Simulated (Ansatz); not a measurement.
Bulk crystal (GaAs) after relaxation:

```yaml
crystal:
  lattice:
    - [0.00000, 2.82914, 2.82914]
    - [2.82914, 0.00000, 2.82914]
    - [2.82914, 2.82914, 0.00000]
  atoms:
    - { symbol: Ga, position: [0.00000, 0.00000, 0.00000] }
    - { symbol: As, position: [0.75000, 0.75000, 0.75000] }
```

Miller indices refer to the conventional cell of F-43m (No. 216), a = 5.658 Å, b = 5.658 Å, c = 5.658 Å, α = 90.00°, β = 90.00°, γ = 90.00°. The bulk's gap is 0.42 eV.

Consider the (110) slab of 6 planes, 10.0 Å thick with 15 Å of vacuum as cut; outer planes GaAs (top) and GaAs (bottom), all atoms relaxed.

Level of theory: Ansatz, DFT PBEsol, scalar-relativistic, plane waves, PAW. Cutoff 420 eV; k points 9×6×1 on the computed 12-atom cell (Γ-centred); Gaussian smearing, width 0.05 eV; no spin polarisation. The cell repeats along c with a dipole correction in the vacuum.

Question: Estimate the surface energy (mean of both faces).

Answer: 0.69 J/m².

Question: Predict the gap of the slab on the mesh.

Answer: 0.81 eV.

Question: Predict the bulk valence band top under the vacuum level.

Answer: 4.92 eV.

Question: Estimate the bulk conduction band bottom under the vacuum level.

Answer: 4.49 eV.

Question: The top two planes lie 2.001 Å apart in the bulk. How does relaxation change this?

Answer: The spacing becomes 1.858 Å (-7.1 %), and the top plane rumples by 0.714 Å.

An odd mesh misses points on the zone edge, so a gap read on it can be too wide. Gaps are read on the k points sampled, so a band crossing between them can be missed.